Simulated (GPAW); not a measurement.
# Worked example: self-consistent single point of GeTe (R3m, 2 atoms in the cell) in GPAW

Method of the run: PBE, GPAW PAW datasets PBE (gpaw-data 1.0.1) (plane waves; GPAW).

This input was run:

```python
from ase import Atoms
from ase.units import GPa
from gpaw import GPAW

atoms = Atoms(['Ge', 'Te'],
              cell=[[2.054281, 1.186039, 3.608390],
                    [-2.054281, 1.186039, 3.608390],
                    [0.000000, -2.372080, 3.608390]],
              scaled_positions=[[0.992230, 0.992230, 0.992230],
                                [0.528777, 0.528777, 0.528777]],
              pbc=True)

calc = GPAW(mode={'name': 'pw', 'ecut': 550},
            xc='PBE',
            kpts={'size': (10, 10, 10), 'gamma': True},
            occupations={'name': 'fermi-dirac', 'width': 0.0},
            nbands=-8,
            convergence={'bands': -6},
            symmetry={'symmorphic': False, 'tolerance': 0.0005},
            maxiter=120)

atoms.calc = calc

energy = atoms.get_potential_energy()
print('Energy (eV):', round(energy, 6))
forces = atoms.get_forces()
print('Forces (eV/Ang):')
print(forces.round(5))
stress = atoms.get_stress()
print('Stress (GPa, Voigt):', (stress / GPa).round(4))
```

The program printed (abridged):

```
Input parameters:
  convergence: {bands: -6}
  kpts: {gamma: True,
         size: (10, 10, 10)}
  maxiter: 120
  mode: {ecut: 550,
         name: pw}
  nbands: -8
  occupations: {name: fermi-dirac,
                width: 0.0}
  symmetry: {symmorphic: False,
             tolerance: 0.0005}
  xc: PBE

species:
  Ge:
    name: Germanium
    Z: 32.0
    valence: 4
    core: 28
    charge: 0.0
    file: Ge.PBE.gz

    # Using partial waves for Ge as LCAO basis

  Te:
    name: Tellurium
    Z: 52.0
    valence: 6
    core: 46
    charge: 0.0
    file: Te.PBE.gz

    # Using partial waves for Te as LCAO basis

Reference energy: -241888.321286  # eV

Spin-paired calculation

Convergence criteria:
 Maximum [total energy] change in last 3 cyles: 0.0005 eV / valence electron
 Maximum integral of absolute [dens]ity change: 0.0001 electrons / valence electron
 Maximum integral of absolute [eigenst]ate change: 4e-08 eV^2 / valence electron
 Maximum number of scf [iter]ations: 120

Symmetries present (total): 6
Symmetries with fractional translations: 0
1000 k-points: 10 x 10 x 10 Monkhorst-Pack grid + [1/20,1/20,1/20]
116 k-points in the irreducible part of the Brillouin zone
       k-points in crystal coordinates                weights
   0:     0.00000000    0.00000000    0.00000000          1/1000
   1:     0.10000000    0.00000000   -0.10000000          6/1000
   2:     0.10000000    0.00000000    0.00000000          6/1000
   [... 7 lines left out ...]
          ...
 115:     0.50000000    0.50000000    0.50000000          1/1000

Wave functions: Plane wave expansion
  Cutoff energy: 550.000 eV
  Number of coefficients (min, max): 1526, 1559
  Pulay-stress correction: 0.000000 eV/Ang^3 (de/decut=0.000000)

Occupation numbers: # Zero width

Eigensolver

Densities:
  Coarse grid: 24*24*24 grid
  Fine grid: 48*48*48 grid
  Total Charge: 0.000000

Density mixing:
  Method: separate
  Backend: pulay
  Linear mixing parameter: 0.05
  old densities: 5
  Damping of long wavelength oscillations: 50

Hamiltonian:
  XC and Coulomb potentials evaluated on a 48*48*48 grid
  External potential:
    NoExternalPotential

XC parameters: PBE with 2 nearest neighbor stencil

Number of atoms: 2
Number of atomic orbitals: 8
Number of bands in calculation: 13
Number of valence electrons: 10
Bands to converge: 7

Density initialized from atomic densities
  8 bands from LCAO basis set
  5 bands from random numbers

Atomic positions and initial magnetic moments

Positions:
   0 Ge     0.000000   -0.000002   10.741058    ( 0.0000,  0.0000,  0.0000)
   1 Te    -0.000000   -0.000001    5.724101    ( 0.0000,  0.0000,  0.0000)

Unit cell:
           periodic     x           y           z      points  spacing
  1. axis:    yes    2.054281    1.186039    3.608390    24     0.1408
  2. axis:    yes   -2.054281    1.186039    3.608390    24     0.1408
  3. axis:    yes    0.000000   -2.372080    3.608390    24     0.1408

  Lengths:   4.318245   4.318245   4.318245
  Angles:   56.812644  56.812644  56.812649

Effective grid spacing dv^(1/3) = 0.1563

     iter     time        total  log10-change:
                         energy   eigst   dens
iter:   1 --:--:--    -7.862829   +0.18
iter:   2 --:--:--    -7.865974   -0.70  -1.24
iter:   3 --:--:--    -7.863912c  -2.34  -1.26
iter:   4 --:--:--    -7.865071c  -3.60  -1.82
iter:   5 --:--:--    -7.863704c  -4.05  -2.04
iter:   6 --:--:--    -7.863738c  -5.40  -2.50
iter:   7 --:--:--    -7.863698c  -5.26  -2.63
iter:   8 --:--:--    -7.863702c  -6.27  -3.13
iter:   9 --:--:--    -7.863700c  -6.09  -3.21
iter:  10 --:--:--    -7.863699c  -7.37  -3.66
iter:  11 --:--:--    -7.863699c  -8.86c -4.01c

Converged after 11 iterations.

Dipole moment: (0.000000, -0.000001, 2.608179) |e|*Ang

Energy contributions relative to reference atoms: (reference = -241888.321286)

Kinetic:        +19.122379
Potential:      -18.266870
External:        +0.000000
XC:              -8.856618
Entropy (-ST):   +0.000000
Local:           +0.137409
SIC:             +0.000000
--------------------------
Free energy:     -7.863699
Extrapolated:    -7.863699

Showing only first 2 kpts
 Kpt  Band  Eigenvalues  Occupancy
  0     3      4.85102    2.00000
  0     4      4.85104    2.00000
  0     5      9.09520    0.00000
  0     6      9.91251    0.00000

  1     3      4.84889    2.00000
  1     4      5.53894    2.00000
  1     5      8.61075    0.00000
  1     6      9.01781    0.00000

Fermi level: 6.88068

Gap: 0.477 eV
Transition (v -> c):
  (s=0, k=67, n=4, [0.40, 0.20, 0.20]) -> (s=0, k=85, n=5, [0.50, 0.00, 0.00])
Direct/indirect transitions are different
Direct gap: 0.675 eV
Transition at: (s=0, k=85, n=4, [0.50, 0.00, 0.00])
Energy (eV): -7.863699

Forces in eV/Ang:
  0 Ge    0.00000   -0.00000    0.45905
  1 Te    0.00000    0.00000   -0.47497

Stress tensor:
    -0.027064    -0.000000    -0.000000
     0.000000    -0.027064    -0.000000
    -0.000000    -0.000000    -0.020111
Stress (GPa, Voigt): [-4.3361 -4.3361 -3.2221 -0.     -0.     -0.    ]
```

The run converged in 11 iterations. GPAW prints stress with tension positive.

The starting cell comes from a database of computed structures (which also holds hypothetical and non-ambient phases and stackings), without a prior relaxation at this level. Its lattice was rescaled by a random factor within 2.5 % of one. Spin-orbit coupling is off. With a pressure of about 4 GPa the cell is away from its equilibrium volume at this level.

Cost on one core of a shared machine: roughly 40 s.
